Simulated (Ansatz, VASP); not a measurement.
## Two plane-wave programs on Cu

INCAR

```
PREC = Accurate
ENCUT = 600
EDIFF = 1E-7
ISMEAR = 0
SIGMA = 0.1
LREAL = False
LASPH = True
NELM = 100
ALGO = Normal
ISIF = 3
LWAVE = False
LCHARG = False
GGA = PE
IBRION = 2
NSW = 90
EDIFFG = -0.04
```

Contents of KPOINTS:

```
regular mesh
0
Gamma
  6 6 6
```

File POSCAR:

```
Cu
1.0
    3.5469184608      0.0000000000      0.0000000000
   -1.7734592304      3.0717214922      0.0000000000
    0.0000000000      0.0000000000      3.0234732012
Cu
3
Direct
    0.3333333333      0.6666666667      0.5000000000
    0.0000000000      0.0000000000      0.0000000000
    0.6666666667      0.3333333333      0.5000000000
```

Input for Ansatz:

```yaml
crystal:
  lattice:
    - [3.5469184608, 0.0, 0.0]
    - [-1.7734592304, 3.0717214922, 0.0]
    - [0.0, 0.0, 3.0234732012]
  atoms:
    - { symbol: Cu, position: [0.3333333333, 0.6666666667, 0.5] }
    - { symbol: Cu, position: [0.0, 0.0, 0.0] }
    - { symbol: Cu, position: [0.6666666667, 0.3333333333, 0.5] }
basis:
  ecutwfc: 420
kpoints:
  mp_grid: { grid: [6, 6, 6] }
hamiltonian:
  xc: pbe
scf:
  occupations: { method: gaussian, width: 0.1 }
  lower_state_search: "off"
output:
  forces: true
  stress: true
  eigenvalues: true
relax:
  adjacent_minimum: "off"
  f_tol: 0.04
  max_steps: 70
  cell: { stress_tol: 0.4 }
```

Alike in both runs: task relaxation of cell and atoms; functional PBE; k mesh 6 × 6 × 6; occupations gaussian, width 0.1 eV; no spin polarisation.

|  | VASP | Ansatz |
| --- | --- | --- |
| version | VASP 6.6.1 | Ansatz 0.2.0 |
| potentials or method | VASP PAW PBE potentials, release 64 (Cu) | scalar-relativistic, plane waves, PAW |
| plane-wave cutoff (eV) | 600 | 420 |
| valence electrons in the cell | 33 | 57 |

|  | VASP | Ansatz | Ansatz less VASP |
| --- | --- | --- | --- |
| gap on the k mesh at the Fermi level, each at its own relaxed structure (eV) | none | none | - |
| relaxed volume (Å³/atom) | 12.20 | 12.21 | +0.002 |
| relaxed cell length with the largest relative difference (Å) | 2.450 | 2.452 | +0.0021 |
| energy change over the relaxation (meV/atom) | -622 | -619 | +2.9 |

A gap of «none» marks a metal or a gap that the smearing closes. The two sets of potentials don't hold the same shells in valence.
